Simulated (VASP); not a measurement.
# SnO2 (Cassiterite) (P4_2/mnm) in VASP: a series of runs, part 2 of 3

VASP 6.6.1. Earlier steps stand in the parts before.

### 3 Phonons, PBE

This run uses another cell than the first one, of 12.60 Å³/atom, 1.033 times its volume.

Contents of POSCAR:

```
SnO2
1.0
    4.8294399998      0.0000000000      0.0000000000
    0.0000000000      4.8294399998      0.0000000000
    0.0000000000      0.0000000000      3.2421528657
  Sn              O
     2     4
Direct
     0.0000000000000000    0.0000000000000000    0.0000000000000000
     0.5000000000000000    0.5000000000000000    0.5000000000000000
     0.3065613629827098    0.3065613629827098    0.0000000000000000
     0.1934386370172902    0.8065613629827098    0.5000000000000000
     0.6934386370172902    0.6934386370172902    0.0000000000000000
     0.8065613629827098    0.1934386370172902    0.5000000000000000
```

Contents of INCAR.step1:

```
PREC     = Accurate       # precision mode
ENCUT    = 600            # plane-wave cutoff, eV
EDIFF    = 1E-8           # SCF threshold, eV
ISMEAR   = 0              # smearing method
SIGMA    = 0.03           # smearing width, eV
LREAL    = F              # projectors in reciprocal space
LASPH    = T              # aspherical terms in the spheres
NELM     = 80             # most SCF steps
ALGO     = Fast           # electronic algorithm
ISIF     = 3              # what is computed and relaxed
LWAVE    = F              # write WAVECAR
LCHARG   = F              # write CHGCAR
GGA      = PE             # functional
KPAR     = 2            
IBRION   = 2              # ionic algorithm
NSW      = 40             # ionic steps
EDIFFG   = -0.002         # ionic threshold
```

Contents of INCAR.step2:

```
PREC     = Accurate       # precision mode
ENCUT    = 600            # plane-wave cutoff, eV
EDIFF    = 1E-8           # SCF threshold, eV
ISMEAR   = 0              # smearing method
SIGMA    = 0.03           # smearing width, eV
LREAL    = F              # projectors in reciprocal space
LASPH    = T              # aspherical terms in the spheres
NELM     = 80             # most SCF steps
ALGO     = Fast           # electronic algorithm
ISIF     = 2              # what is computed and relaxed
LWAVE    = F              # write WAVECAR
LCHARG   = F              # write CHGCAR
GGA      = PE             # functional
KPAR     = 2            
IBRION   = 6              # ionic algorithm
NFREE    = 2            
POTIM    = 0.015          # step
NSW      = 1              # ionic steps
```

Contents of KPOINTS:

```
Automatic mesh
0
Gamma
  6 6 8
```

Potentials or basis: VASP PAW PBE potentials, release 64 (Sn_d, O).

Run with:

```
$ cat potpaw_PBE.64/Sn_d/POTCAR potpaw_PBE.64/O/POTCAR > POTCAR
$ cp INCAR.step1 INCAR
$ mpirun -np 2 vasp_std > vasp.out
$ cp CONTCAR POSCAR
$ cp INCAR.step2 INCAR
$ mpirun -np 2 vasp_std > vasp.out
```

OUTCAR:

```text
PREC = Accurate
   ENCUT = 600
   EDIFF = 1E-8
   ISMEAR = 0
   LREAL = F
   LASPH = T
   NELM = 80
   ISIF = 2
   GGA = PE
   IBRION = 6
   NFREE = 2
   POTIM = 0.015
   NSW = 1

 ion  position               nearest neighbor table
   1  0.000  0.000  0.000-   4 2.09   6 2.09   4 2.09   6 2.09   5 2.09   3 2.09
   2  0.500  0.500  0.500-   3 2.09   5 2.09   3 2.09   5 2.09   4 2.09   6 2.09
   3  0.307  0.307  0.000-   2 2.09   2 2.09   1 2.09
   4  0.193  0.807  0.500-   1 2.09   1 2.09   2 2.09
   5  0.693  0.693  0.000-   2 2.09   2 2.09   1 2.09
   6  0.807  0.193  0.500-   1 2.09   1 2.09   2 2.09

  LATTYP: Found a simple tetragonal cell.
 ALAT       =     4.8296624705
 C/A-ratio  =     0.6713172388

  Lattice vectors:

 A1 = (   4.8296624705,   0.0000000000,   0.0000000000)
 A2 = (   0.0000000000,   4.8296624705,   0.0000000000)
 A3 = (   0.0000000000,   0.0000000000,   3.2422356741)

Analysis of symmetry for initial positions (statically):
=====================================================================
 Subroutine PRICEL returns:
 Original cell was already a primitive cell.

 Routine SETGRP: Setting up the symmetry group for a
 simple tetragonal supercell.

 Subroutine GETGRP returns: Found 16 space group operations
 (whereof  8 operations were pure point group operations)
 out of a pool of 16 trial point group operations.

The static configuration has the point symmetry D_2h.
 The point group associated with its full space group is D_4h.

Analysis of symmetry for dynamics (positions and initial velocities):
=====================================================================
 Subroutine PRICEL returns:
 Original cell was already a primitive cell.

 Routine SETGRP: Setting up the symmetry group for a
 simple tetragonal supercell.

 Subroutine GETGRP returns: Found 16 space group operations
 (whereof  8 operations were pure point group operations)
 out of a pool of 16 trial point group operations.

The dynamic configuration has the point symmetry D_2h.
 The point group associated with its full space group is D_4h.

 Subroutine INISYM returns: Found 16 space group operations
 (whereof  8 operations are pure point group operations),
 and found     1 'primitive' translations

----------------------------------------------------------------------------------------

                                     Primitive cell

  volume of cell :      75.6272

  direct lattice vectors                    reciprocal lattice vectors
     4.829662470  0.000000000  0.000000000     0.207053807  0.000000000  0.000000000
     0.000000000  4.829662470  0.000000000     0.000000000  0.207053807  0.000000000
     0.000000000  0.000000000  3.242235674     0.000000000  0.000000000  0.308429152

  length of vectors
[... 124 lines left out ...]
 Gauss-broadening in eV      SIGMA  =   0.03
  energy-cutoff  :      600.00
  volume of cell :       75.63
 maximum number of plane-waves:      2557
 NGX is ok and might be reduce to    40
   NGX = 19   NGY = 19   NGZ = 13

--------------------------------------- Ionic step        1  -------------------------------------------

 number of electron      52.0000001 magnetization

 Free energy of the ion-electron system (eV)
  ---------------------------------------------------
  ext. energy  EPLUGINS =         0.00000000
  ---------------------------------------------------
  free energy    TOTEN  =       -37.32086263 eV

  energy without entropy =      -37.32086263  energy(sigma->0) =      -37.32086263

------------------------ aborting loop because EDIFF is reached ----------------------------------------

  FORCE on cell =-STRESS in cart. coord.  units (eV):
  Direction    XX          YY          ZZ          XY          YZ          ZX
  --------------------------------------------------------------------------------------
  -------------------------------------------------------------------------------------
  Total       -0.0012077     -0.0012077     -0.0081423      0.0000000      0.0000000      0.0000000
  in kB       -0.0255860     -0.0255860     -0.1724967      0.0000000      0.0000000      0.0000000
  external PRESSURE =      -0.0745562 kB  Pullay stress =       0.0000000 kB
[... 307 lines left out ...]
--------------------------------------- Ionic step        9  -------------------------------------------

 number of electron      52.0000001 magnetization

 Free energy of the ion-electron system (eV)
  ---------------------------------------------------
  ext. energy  EPLUGINS =         0.00000000
  ---------------------------------------------------
  free energy    TOTEN  =       -37.31955482 eV

  energy without entropy =      -37.31955482  energy(sigma->0) =      -37.31955482

 E-fermi :   5.7222     XC(G=0): -10.9649

 val. band max:        5.5055568470   @ k =   0.0000   0.0000   0.0000
 cond. band min:       6.1473632288   @ k =   0.0000   0.0000   0.0000
 fundamental gap:      0.6418063818
 Fermi energy:         5.7221885390

 k-point     1 :       0.0000    0.0000    0.0000
  band No.  band energies     occupation
      1     -15.5267      2.00000
      2     -14.8659      2.00000
      3     -14.6776      2.00000
      4     -14.6505      2.00000
      5     -14.6500      2.00000
      6     -14.5859      2.00000
[... 805 lines left out ...]
     30      13.8950      0.00000
     31      14.5239      0.00000

 [... further k-points ...]
[... 5 lines left out ...]
  --------------------------------------------------------------------------------------
  -------------------------------------------------------------------------------------
  Total        0.0020939      0.0020939     -0.0046746      0.0022029     -0.0642112     -0.0642113
  in kB        0.0443592      0.0443592     -0.0990329      0.0466690     -1.3603276     -1.3603287
  external PRESSURE =      -0.0034382 kB  Pullay stress =       0.0000000 kB
[... 21 lines left out ...]
  FREE ENERGIE OF THE ION-ELECTRON SYSTEM (eV)
  ---------------------------------------------------
  free  energy   TOTEN  =       -37.3195548188 eV

  energy  without entropy=      -37.3195548188  energy(sigma->0) =      -37.31955482

 INTERNAL STRAIN TENSORS FROM DISPLACED ATOMS
 ============================================

 INTERNAL STRAIN TENSOR FOR ION    1 for displacements in x,y,z  (eV/Angst):
          X           Y           Z          XY          YZ          ZX
  --------------------------------------------------------------------------------
  x     0.00000     0.00000     0.00000     0.00000     0.00000     0.00000
  y     0.00000     0.00000     0.00000     0.00000     0.00000     0.00000
  z     0.00000     0.00000     0.00000     0.00000     0.00000     0.00000

 INTERNAL STRAIN TENSOR FOR ION    6 for displacements in x,y,z  (eV/Angst):
          X           Y           Z          XY          YZ          ZX
  --------------------------------------------------------------------------------
  x     2.20783     1.25765     3.89102     1.54887     0.00000     0.00000
  y    -1.25765    -2.20783    -3.89102    -1.54887     0.00000     0.00000
  z     0.00000     0.00000     0.00000     0.00000    -4.28098     4.28098

 Eigenvectors and eigenvalues of the dynamical matrix
 ----------------------------------------------------

   1 f  =   21.191405 THz   133.149525 2PiTHz  706.869186 cm-1    87.640570 meV
             X         Y         Z           dx          dy          dz
      0.000000  0.000000  0.000000    -0.000000    0.000000    0.000000
      2.414831  2.414831  1.621118     0.000000    0.000000    0.000000
      1.480482  1.480482  0.000000     0.353553    0.353553   -0.000000
      0.934349  3.895313  1.621118     0.353553   -0.353553   -0.000000
      3.349180  3.349180  0.000000    -0.353553   -0.353553   -0.000000
      3.895313  0.934349  1.621118    -0.353553    0.353553   -0.000000
[... 145 lines left out ...]
  18 f/i=    0.002888 THz     0.018146 2PiTHz    0.096336 cm-1     0.011944 meV
             X         Y         Z           dx          dy          dz
      0.000000  0.000000  0.000000    -0.172250    0.603343   -0.000000
      2.414831  2.414831  1.621118    -0.172234    0.603338   -0.000000
      1.480482  1.480482  0.000000    -0.063396    0.221730   -0.000000
      0.934349  3.895313  1.621118    -0.063186    0.221670   -0.000000
      3.349180  3.349180  0.000000    -0.063396    0.221730   -0.000000
      3.895313  0.934349  1.621118    -0.063186    0.221670   -0.000000

 ELASTIC MODULI CONTR FROM IONIC RELAXATION (kBar)
 Direction    XX          YY          ZZ          XY          YZ          ZX
 --------------------------------------------------------------------------------
 XX         -80.5912     30.0828    -56.7107      0.0000      0.0000      0.0000
 YY          30.0828    -80.5912    -56.7107      0.0000     -0.0000     -0.0000
 ZZ         -56.7107    -56.7107   -127.3490      0.0000     -0.0000     -0.0000
 XY           0.0000      0.0000      0.0000    -13.8298      0.0000      0.0000
 YZ           0.0000     -0.0000     -0.0000      0.0000   -137.5408      0.0000
 ZX           0.0000     -0.0000     -0.0000      0.0000      0.0000   -137.5409
 --------------------------------------------------------------------------------
```

Wall time 11 min (2 MPI ranks of AMD EPYC 9R45 (Zen 5), shared host); peak memory 0.48 GiB.

What came out:

```
Highest phonon frequency at Γ, LO-TO splitting left out : 707 cm⁻¹
```

Phonon frequencies in cm⁻¹ (negative: imaginary):
| q point | frequencies |
| --- | --- |
| (0.000, 0.000, 0.000) | 0 0 0 108 141 219 219 261 261 340 432 438 438 529 552 552 585 707 |

### 4 Dielectric tensor, PBE

This run uses another cell than the first one, of 12.60 Å³/atom, 1.033 times its volume.

Contents of INCAR:

```
PREC     = Accurate       # precision mode
ENCUT    = 600            # plane-wave cutoff, eV
EDIFF    = 1E-8           # SCF threshold, eV
ISMEAR   = 0              # smearing method
SIGMA    = 0.03           # smearing width, eV
LREAL    = F              # projectors in reciprocal space
LASPH    = T              # aspherical terms in the spheres
NELM     = 80             # most SCF steps
ALGO     = Fast           # electronic algorithm
ISIF     = 2              # what is computed and relaxed
LWAVE    = F              # write WAVECAR
LCHARG   = F              # write CHGCAR
GGA      = PE             # functional
LEPSILON = T              # dielectric tensor by DFPT
KPAR     = 2
```

Contents of KPOINTS:

```
Automatic mesh
0
Monkhorst-Pack
  8 8 12
```

Contents of POSCAR:

```
SnO2                                    
1.0
    4.8296624705      0.0000000000      0.0000000000
    0.0000000000      4.8296624705      0.0000000000
    0.0000000000      0.0000000000      3.2422356741
  Sn              O             
     2     4
Direct
     0.0000000000000000    1.0000000000000000    0.0000000000000000
     0.5000000000000000    0.5000000000000000    0.5000000000000000
     0.3065394779154719    0.3065394779154719    0.0000000000000000
     0.1934605220845281    0.8065394779154720    0.5000000000000000
     0.6934605220845280    0.6934605220845280    0.0000000000000000
     0.8065394779154720    0.1934605220845281    0.5000000000000000
```

Potentials or basis: VASP PAW PBE potentials, release 64 (Sn_d, O).

Run with:

```
$ cat potpaw_PBE.64/Sn_d/POTCAR potpaw_PBE.64/O/POTCAR > POTCAR
$ mpirun -np 2 vasp_std > vasp.out
```

OUTCAR:

```text
PREC = Accurate
   ENCUT = 600
   EDIFF = 1E-8
   ISMEAR = 0
   LREAL = F
   LASPH = T
   NELM = 80
   ISIF = 2
   GGA = PE
   LEPSILON = T

 ion  position               nearest neighbor table
   1  0.000  0.000  0.000-   4 2.09   6 2.09   4 2.09   6 2.09   5 2.09   3 2.09
   2  0.500  0.500  0.500-   3 2.09   5 2.09   3 2.09   5 2.09   4 2.09   6 2.09
   3  0.307  0.307  0.000-   2 2.09   2 2.09   1 2.09
   4  0.193  0.807  0.500-   1 2.09   1 2.09   2 2.09
   5  0.693  0.693  0.000-   2 2.09   2 2.09   1 2.09
   6  0.807  0.193  0.500-   1 2.09   1 2.09   2 2.09

  LATTYP: Found a simple tetragonal cell.
 ALAT       =     4.8296624705
 C/A-ratio  =     0.6713172388

  Lattice vectors:

 A1 = (   4.8296624705,   0.0000000000,   0.0000000000)
[... 1093 lines left out ...]

 PIEZOELECTRIC TENSOR (including local field effects)  for field in x, y, z        (e  Angst)
          XX          YY          ZZ          XY          YZ          ZX
  --------------------------------------------------------------------------------
  x     0.00000     0.00000     0.00000     0.00000     0.00000     0.00000
  y     0.00000     0.00000     0.00000     0.00000     0.00000     0.00000
  z     0.00000     0.00000     0.00000     0.00000     0.00000     0.00000

 PIEZOELECTRIC TENSOR (including local field effects)  for field in x, y, z        (C/m^2)
          XX          YY          ZZ          XY          YZ          ZX
  --------------------------------------------------------------------------------
  x     0.00000     0.00000     0.00000     0.00000     0.00000     0.00000
  y     0.00000     0.00000     0.00000     0.00000     0.00000     0.00000
  z     0.00000     0.00000     0.00000     0.00000     0.00000     0.00000

 BORN EFFECTIVE CHARGES (including local field effects) (in |e|, cummulative output)
 ---------------------------------------------------------------------------------
 ion    1
    1     4.12247     0.52698     0.00000
    2     0.52698     4.12247     0.00000
    3     0.00000     0.00000     4.50923
 ion    2
    1     4.12247    -0.52698     0.00000
    2    -0.52698     4.12247     0.00000
    3     0.00000     0.00000     4.50923
 ion    3
    1    -2.06123    -0.75319     0.00000
    2    -0.75319    -2.06123     0.00000
    3     0.00000     0.00000    -2.25461
 ion    4
    1    -2.06123     0.75319     0.00000
    2     0.75319    -2.06123     0.00000
    3     0.00000     0.00000    -2.25461
 ion    5
    1    -2.06123    -0.75319     0.00000
    2    -0.75319    -2.06123     0.00000
    3     0.00000     0.00000    -2.25461
 ion    6
    1    -2.06123     0.75319     0.00000
    2     0.75319    -2.06123     0.00000
    3     0.00000     0.00000    -2.25461
```

Wall time 11 min (2 MPI ranks of AMD EPYC 9R45 (Zen 5), shared host); peak memory 0.68 GiB.

What came out:

```yaml
Electronic_dielectric_tensor_diagonal: 4.68, 4.68, 4.94
Born_charges_mean_of_the_diagonal: Sn +4.25; O -2.13 e
```

Levels at points of the mesh, in eV from the valence-band top:
| k point | band 24 | band 25 | band 26 | band 27 | band 28 | band 29 |
| --- | --- | --- | --- | --- | --- | --- |
| (0.06, 0.06, 0.04) | -0.85 | -0.68 | 0.00 | 1.07 | 5.66 | 6.22 |

Electronic dielectric tensor:
```
4.68 0.00 0.00
0.00 4.68 0.00
0.00 0.00 4.94
```

Born effective charge tensors (e):
atom 1, Sn
```
4.12 0.53 0.00
0.53 4.12 0.00
0.00 0.00 4.51
```
atom 2, Sn
```
 4.12 -0.53  0.00
-0.53  4.12  0.00
 0.00  0.00  4.51
```
atom 3, O
```
-2.06 -0.75  0.00
-0.75 -2.06  0.00
 0.00  0.00 -2.25
```
atom 4, O
```
-2.06  0.75  0.00
 0.75 -2.06  0.00
 0.00  0.00 -2.25
```
atom 5, O
```
-2.06 -0.75  0.00
-0.75 -2.06  0.00
 0.00  0.00 -2.25
```
atom 6, O
```
-2.06  0.75  0.00
 0.75 -2.06  0.00
 0.00  0.00 -2.25
```

[end of part 2 of 3]
